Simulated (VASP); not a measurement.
# SnO (P4/nmm) in VASP: band structure with PBE

Aim: the band structure of SnO with PBE.

All numbers are computed with VASP 6.6.1; they aren't measurements. Logs are shortened: lines on timing, memory, paths and dates and some standing lists are left out, and cuts for length are marked.

### Step 1. The crystal as given

It takes space group P4/nmm (No. 129, tetragonal). The conventional cell has a = 3.800 Å, b = 3.800 Å, c = 4.840 Å, α = 90.00°, β = 90.00°, γ = 90.00°. Around Sn (site symmetry 4mm) lie 4 O at 2.22 Å. Around O (site symmetry -4m2) lie 4 Sn at 2.22 Å.

The cell was built by a generator and needn't be a form met in nature.

### Step 2. Band structure, PBE

File POSCAR:

```
SnO
1.0
    3.8000000000      0.0000000000      0.0000000000
    0.0000000000      3.8000000000      0.0000000000
    0.0000000000      0.0000000000      4.8400000000
Sn O
2 2
Direct
    0.2500000000      0.2500000000      0.2360000000
    0.7500000000      0.7500000000      0.7640000000
    0.7500000000      0.2500000000      0.0000000000
    0.2500000000      0.7500000000      0.0000000000
```

File INCAR.step1:

```
ALGO = Normal ; EDIFF = 1E-6
ENCUT = 520 ; GGA = PE
ISIF = 2 ; ISMEAR = 0
LASPH = True ; LCHARG = True
LREAL = False ; LWAVE = False
NBANDS = 28 ; NELM = 60
PREC = Accurate ; SIGMA = 0.02
```

File KPOINTS.step1:

```
k-points
0
Gamma
  10 10 8
```

File INCAR.step2:

```
ALGO = Normal ; EDIFF = 1E-6
ENCUT = 520 ; GGA = PE
ICHARG = 11 ; ISIF = 2
ISMEAR = 0 ; LASPH = True
LCHARG = False ; LREAL = False
LWAVE = False ; NBANDS = 28
NELM = 60 ; PREC = Accurate
SIGMA = 0.05
```

File KPOINTS.step2:

```
path GXMGZRAZ,XR,MA
15
line-mode
reciprocal
 0.0000000000  0.0000000000  0.0000000000  G
 0.0000000000  0.5000000000  0.0000000000  X

 0.0000000000  0.5000000000  0.0000000000  X
 0.5000000000  0.5000000000  0.0000000000  M

 0.5000000000  0.5000000000  0.0000000000  M
 0.0000000000  0.0000000000  0.0000000000  G

 0.0000000000  0.0000000000  0.0000000000  G
 0.0000000000  0.0000000000  0.5000000000  Z

 0.0000000000  0.0000000000  0.5000000000  Z
 0.0000000000  0.5000000000  0.5000000000  R

 0.0000000000  0.5000000000  0.5000000000  R
 0.5000000000  0.5000000000  0.5000000000  A

 0.5000000000  0.5000000000  0.5000000000  A
 0.0000000000  0.0000000000  0.5000000000  Z

 0.0000000000  0.5000000000  0.0000000000  X
 0.0000000000  0.5000000000  0.5000000000  R

 0.5000000000  0.5000000000  0.0000000000  M
 0.5000000000  0.5000000000  0.5000000000  A
```

Potentials or basis: VASP PAW PBE potentials, release 64 (Sn_d, O).

The run is started by

```sh
cat potpaw_PBE.64/Sn_d/POTCAR potpaw_PBE.64/O/POTCAR > POTCAR
cp INCAR.step1 INCAR
cp KPOINTS.step1 KPOINTS
mpirun -np 1 vasp_std > vasp.out
cp INCAR.step2 INCAR
cp KPOINTS.step2 KPOINTS
mpirun -np 1 vasp_std > vasp.out
```

OUTCAR:

```text
EDIFF = 1E-6
   ENCUT = 520
   GGA = PE
   ICHARG = 11
   ISIF = 2
   ISMEAR = 0
   LASPH = True
   LREAL = False
   NELM = 60
   PREC = Accurate

 ion  position               nearest neighbor table
   1  0.250  0.250  0.236-   3 2.22   4 2.22   4 2.22   3 2.22   2 3.53   2 3.53   2 3.53   2 3.53
                             2 3.71   2 3.71   2 3.71   2 3.71
   2  0.750  0.750  0.764-   3 2.22   4 2.22   3 2.22   4 2.22   1 3.53   1 3.53   1 3.53   1 3.53
                             1 3.71   1 3.71   1 3.71   1 3.71
   3  0.750  0.250  0.000-   1 2.22   2 2.22   2 2.22   1 2.22
   4  0.250  0.750  0.000-   1 2.22   2 2.22   1 2.22   2 2.22

  LATTYP: Found a simple tetragonal cell.
 ALAT       =     3.8000000000
 C/A-ratio  =     1.2736842105

  Lattice vectors:

 A1 = (   3.8000000000,   0.0000000000,   0.0000000000)
 A2 = (   0.0000000000,   3.8000000000,   0.0000000000)
 A3 = (   0.0000000000,   0.0000000000,   4.8400000000)

Analysis of symmetry for initial positions (statically):
=====================================================================
 Subroutine PRICEL returns:
 Original cell was already a primitive cell.

 Routine SETGRP: Setting up the symmetry group for a
 simple tetragonal supercell.

 Subroutine GETGRP returns: Found 16 space group operations
 (whereof  4 operations were pure point group operations)
 out of a pool of 16 trial point group operations.

The static configuration has the point symmetry C_2h.
 The point group associated with its full space group is D_4h.

Analysis of symmetry for dynamics (positions and initial velocities):
=====================================================================
 Subroutine PRICEL returns:
 Original cell was already a primitive cell.

 Routine SETGRP: Setting up the symmetry group for a
 simple tetragonal supercell.

 Subroutine GETGRP returns: Found 16 space group operations
 (whereof  4 operations were pure point group operations)
 out of a pool of 16 trial point group operations.

The dynamic configuration has the point symmetry C_2h.
 The point group associated with its full space group is D_4h.

 Subroutine INISYM returns: Found 16 space group operations
 (whereof  4 operations are pure point group operations),
 and found     1 'primitive' translations

----------------------------------------------------------------------------------------

                                     Primitive cell

  volume of cell :      69.8896

  direct lattice vectors                    reciprocal lattice vectors
     3.800000000  0.000000000  0.000000000     0.263157895  0.000000000  0.000000000
     0.000000000  3.800000000  0.000000000     0.000000000  0.263157895  0.000000000
     0.000000000  0.000000000  4.840000000     0.000000000  0.000000000  0.206611570

  length of vectors
     3.800000000  3.800000000  4.840000000     0.263157895  0.263157895  0.206611570

  position of ions in fractional coordinates (direct lattice)
     0.250000000  0.250000000  0.236000000
     0.750000000  0.750000000  0.764000000
     0.750000000  0.250000000  0.000000000
     0.250000000  0.750000000  0.000000000

  ion indices of the primitive-cell ions
   primitive index   ion index
                 1           1
                 2           2
                 3           3
                 4           4

----------------------------------------------------------------------------------------

 KPOINTS: path GXMGZRAZ,XR,MA

Interpolating k-points between supplied coordinates.

 Line segments in fractional coordinates (reciprocal lattice):
    0.000000  0.000000  0.000000  ...  0.000000  0.500000  0.000000
    0.000000  0.500000  0.000000  ...  0.500000  0.500000  0.000000
    0.500000  0.500000  0.000000  ...  0.000000  0.000000  0.000000
    0.000000  0.000000  0.000000  ...  0.000000  0.000000  0.500000
    0.000000  0.000000  0.500000  ...  0.000000  0.500000  0.500000
    0.000000  0.500000  0.500000  ...  0.500000  0.500000  0.500000
    0.500000  0.500000  0.500000  ...  0.000000  0.000000  0.500000
    0.000000  0.500000  0.000000  ...  0.000000  0.500000  0.500000
    0.500000  0.500000  0.000000  ...  0.500000  0.500000  0.500000

 Generated    15 points on each line segment, for a total of    135 k-points:

 Following reciprocal coordinates:
            Coordinates               Weight
  0.000000  0.000000  0.000000      0.007407
  0.000000  0.035714  0.000000      0.007407
  0.000000  0.071429  0.000000      0.007407
  0.000000  0.107143  0.000000      0.007407
  0.000000  0.142857  0.000000      0.007407
  0.000000  0.178571  0.000000      0.007407
[... 16 lines left out ...]
  0.250000  0.500000  0.000000      0.007407
  0.285714  0.500000  0.000000      0.007407
 [... further k-points ...]
   k-points           NKPTS =    135   k-points in BZ     NKDIM =    135   number of bands    NBANDS=     28
   number of dos      NEDOS =    301   number of ions     NIONS =      4
   total plane-waves  NPLWV =  28224
   dimension x,y,z NGX =    28 NGY =   28 NGZ =   36
   dimension x,y,z NGXF=    56 NGYF=   56 NGZF=   72
   ions per type =               2   2
   NGX,Y,Z   is equivalent  to a cutoff of  12.25, 12.25, 12.37 a.u.
   NGXF,Y,Z  is equivalent  to a cutoff of  24.50, 24.50, 24.73 a.u.
 SYSTEM =  unknown system
   PREC   = accura    normal or accurate (medium, high low for compatibility)
   ISTART =      0    job   : 0-new  1-cont  2-samecut
   ICHARG =     11    charge: 1-file 2-atom 10-const
   ISPIN  =      1    spin polarized calculation?
   LNONCOLLINEAR =      F non collinear calculations
   LSORBIT =      F    spin-orbit coupling
   LASPH  =      T    aspherical Exc in radial PAW
   ENCUT  =  520.0 eV  38.22 Ry    6.18 a.u.   7.07  7.07  9.00*2*pi/ulx,y,z
   NELM   =     60;   NELMIN=  2; NELMDL=  0     # of ELM steps
   EDIFF  = 0.1E-05   stopping-criterion for ELM
   LREAL  =      F    real-space projection
   EDIFFG = 0.1E-04   stopping-criterion for IOM
   NSW    =      0    number of steps for IOM
   IBRION =     -1    ionic relax: 0-MD 1-quasi-New 2-CG
   NFREE  =      0    steps in history (QN), initial steepest desc. (CG)
   ISIF   =      2    stress and relaxation
   ISYM   =      2    0-nonsym 1-usesym 2-fastsym
   POTIM  = 0.5000    time-step for ionic-motion
   TEBEG  =    0.0;   TEEND  =   0.0 temperature during run
   PSTRESS=    0.0 pullay stress
   NELECT =      40.0000    total number of electrons
   NUPDOWN=      -1.0000    fix difference up-down
   EMIN   =  10.00;   EMAX   =-10.00  energy-range for DOS
   EFERMI =   0.00;   METHOD = LEGACY
   ISMEAR =     0;   SIGMA  =   0.05  broadening in eV -4-tet -1-fermi 0-gaus
   EFERMI_NEDOS =   21; number of points for ismear=-14 and -15
   IALGO  =     38    algorithm
   IMIX   =      4    mixing-type and parameters
     AMIX     =   0.40;   BMIX     =  1.00
     AMIX_MAG =   1.60;   BMIX_MAG =  1.00
  volume/ion in A,a.u.               =      17.47       117.91
  Fermi-wavevector in a.u.,A,eV,Ry     =   1.359223  2.568559 25.136581  1.847487
  Thomas-Fermi vector in A             =   2.485989
   LORBIT       =      0    0 simple, 1 ext, 2 COOP (PROOUT), +10 PAW based schemes
   GGA     = PE    functional components
   LHFCALC =     F    Hartree Fock is set to
   AEXX    =    0.0000 exact exchange contribution
   IVDW    =     0    specifies the selected vdW correction
   LEPSILON=     F    determine dielectric tensor
   LRPA    =     F    only Hartree local field effects (RPA)
 non-spin polarized calculation
 Gauss-broadening in eV      SIGMA  =   0.05
  energy-cutoff  :      520.00
  volume of cell :       69.89
 maximum number of plane-waves:      1902

 number of electron      39.9999994 magnetization

 Free energy of the ion-electron system (eV)
  ---------------------------------------------------
  ext. energy  EPLUGINS =         0.00000000
  ---------------------------------------------------
  free energy    TOTEN  =       -22.19004518 eV

  energy without entropy =      -22.18885440  energy(sigma->0) =      -22.18944979

 E-fermi :   7.2965     XC(G=0): -10.2612

 val. band max:        7.2495542568   @ k =   0.0714   0.0714   0.0000
 cond. band min:       7.3443274312   @ k =   0.5000   0.5000   0.0000
 fundamental gap:      0.0947731745
 Fermi energy:         7.2965179071

 k-point     1 :       0.0000    0.0000    0.0000
  band No.  band energies     occupation
      1     -14.8409      2.00000
      2     -14.3747      2.00000
      3     -14.3747      2.00000
      4     -14.3737      2.00000
      5     -14.3229      2.00000
      6     -14.3176      2.00000
[... 20 lines left out ...]
     27      14.0208      0.00000
     28      14.4224      0.00000

 k-point     2 :       0.0000    0.0357    0.0000
  band No.  band energies     occupation
      1     -14.8402      2.00000
      2     -14.3744      2.00000
      3     -14.3744      2.00000
      4     -14.3733      2.00000
      5     -14.3230      2.00000
      6     -14.3171      2.00000
[... 20 lines left out ...]
     27      14.0689      0.00000
     28      14.5325      0.00000

 k-point     3 :       0.0000    0.0714    0.0000
  band No.  band energies     occupation
      1     -14.8380      2.00000
      2     -14.3736      2.00000
      3     -14.3734      2.00000
      4     -14.3726      2.00000
      5     -14.3234      2.00000
      6     -14.3157      2.00000
[... 20 lines left out ...]
     27      14.1379      0.00000
     28      14.8689      0.00000

 k-point     4 :       0.0000    0.1071    0.0000
  band No.  band energies     occupation
      1     -14.8345      2.00000
      2     -14.3734      2.00000
      3     -14.3723      2.00000
      4     -14.3719      2.00000
      5     -14.3241      2.00000
      6     -14.3178      2.00000
[... 578 lines left out ...]
     27      15.2257      0.00000
     28      15.2257      0.00000

 k-point    23 :       0.2500    0.5000    0.0000
  band No.  band energies     occupation
      1     -14.7401      2.00000
      2     -14.7401      2.00000
      3     -14.3384      2.00000
      4     -14.3384      2.00000
      5     -14.3327      2.00000
      6     -14.3327      2.00000
[... 20 lines left out ...]
     27      15.0609      0.00000
     28      15.0609      0.00000

 k-point    24 :       0.2857    0.5000    0.0000
  band No.  band energies     occupation
      1     -14.7488      2.00000
      2     -14.7488      2.00000
      3     -14.3369      2.00000
      4     -14.3369      2.00000
      5     -14.3313      2.00000
      6     -14.3313      2.00000
[... 20 lines left out ...]
     27      14.9157      0.00000
     28      14.9157      0.00000

 [... further k-points ...]

------------------------ aborting loop because EDIFF is reached ----------------------------------------

  FORCE on cell =-STRESS in cart. coord.  units (eV):
  Direction    XX          YY          ZZ          XY          YZ          ZX
  --------------------------------------------------------------------------------------
  -------------------------------------------------------------------------------------
  Total        5.1900432      5.1900432      4.5346436      0.0000000      0.0000000     -0.0000000
  in kB      118.9786392    118.9786392    103.9539968      0.0000000      0.0000000     -0.0000000
  external PRESSURE =     113.9704250 kB  Pullay stress =       0.0000000 kB

 VOLUME and BASIS-vectors are now :
 -----------------------------------------------------------------------------
  energy-cutoff  :      520.00
  volume of cell :       69.89
      direct lattice vectors                 reciprocal lattice vectors
     3.800000000  0.000000000  0.000000000     0.263157895  0.000000000  0.000000000
     0.000000000  3.800000000  0.000000000     0.000000000  0.263157895  0.000000000
     0.000000000  0.000000000  4.840000000     0.000000000  0.000000000  0.206611570

 POSITION                                       TOTAL-FORCE (eV/Angst)
 -----------------------------------------------------------------------------------
      0.95000      0.95000      1.14224         0.000000      0.000000      0.319259
      2.85000      2.85000      3.69776        -0.000000     -0.000000     -0.319259
      2.85000      0.95000      0.00000        -0.000000     -0.000000      0.000000
      0.95000      2.85000      0.00000         0.000000     -0.000000      0.000000
 -----------------------------------------------------------------------------------
    total drift:                                0.000000      0.000000      0.000000

  FREE ENERGIE OF THE ION-ELECTRON SYSTEM (eV)
  ---------------------------------------------------
  free  energy   TOTEN  =       -22.1900451839 eV

  energy  without entropy=      -22.1888544046  energy(sigma->0) =      -22.18944979
```

Wall time 1.9 min (1 thread of Intel Xeon 6975P-C (Granite Rapids), shared host); peak memory 0.31 GiB.

What came out:

* Band gap on the k mesh: 0.10 eV, indirect (least direct gap 1.99 eV)
* Band gap along the path: 0.09 eV, indirect (least direct gap 1.99 eV)

Levels at the corners of the path, in eV from the valence-band top:
| point | band 18 | band 19 | band 20 | band 21 | band 22 | band 23 |
| --- | --- | --- | --- | --- | --- | --- |
| Γ | -3.29 | -3.29 | -0.01 | 2.07 | 4.30 | 4.72 |
| X | -4.97 | -2.74 | -2.74 | 3.18 | 3.18 | 5.94 |
| X | -4.97 | -2.74 | -2.74 | 3.18 | 3.18 | 5.94 |
| M | -2.62 | -1.90 | -1.90 | 0.09 | 0.09 | 4.47 |
| M | -2.62 | -1.90 | -1.90 | 0.09 | 0.09 | 4.47 |
| Γ | -3.29 | -3.29 | -0.01 | 2.07 | 4.30 | 4.72 |
| Γ | -3.29 | -3.29 | -0.01 | 2.07 | 4.30 | 4.72 |
| Z | -3.31 | -3.14 | -2.26 | 1.64 | 2.98 | 2.98 |
| Z | -3.31 | -3.14 | -2.26 | 1.64 | 2.98 | 2.98 |
| R | -4.94 | -1.78 | -1.78 | 2.57 | 2.57 | 5.46 |
| R | -4.94 | -1.78 | -1.78 | 2.57 | 2.57 | 5.46 |
| A | -2.68 | -2.62 | -2.62 | 2.35 | 2.35 | 4.03 |
| A | -2.68 | -2.62 | -2.62 | 2.35 | 2.35 | 4.03 |
| Z | -3.31 | -3.14 | -2.26 | 1.64 | 2.98 | 2.98 |
| X | -4.97 | -2.74 | -2.74 | 3.18 | 3.18 | 5.94 |
| R | -4.94 | -1.78 | -1.78 | 2.57 | 2.57 | 5.46 |
| M | -2.62 | -1.90 | -1.90 | 0.09 | 0.09 | 4.47 |
| A | -2.68 | -2.62 | -2.62 | 2.35 | 2.35 | 4.03 |

Caveat: the log is that of the step along the path at fixed density, whose energy, stress, charges and moments have no meaning; spin-orbit coupling is left out, which moves the levels of the heavy elements.
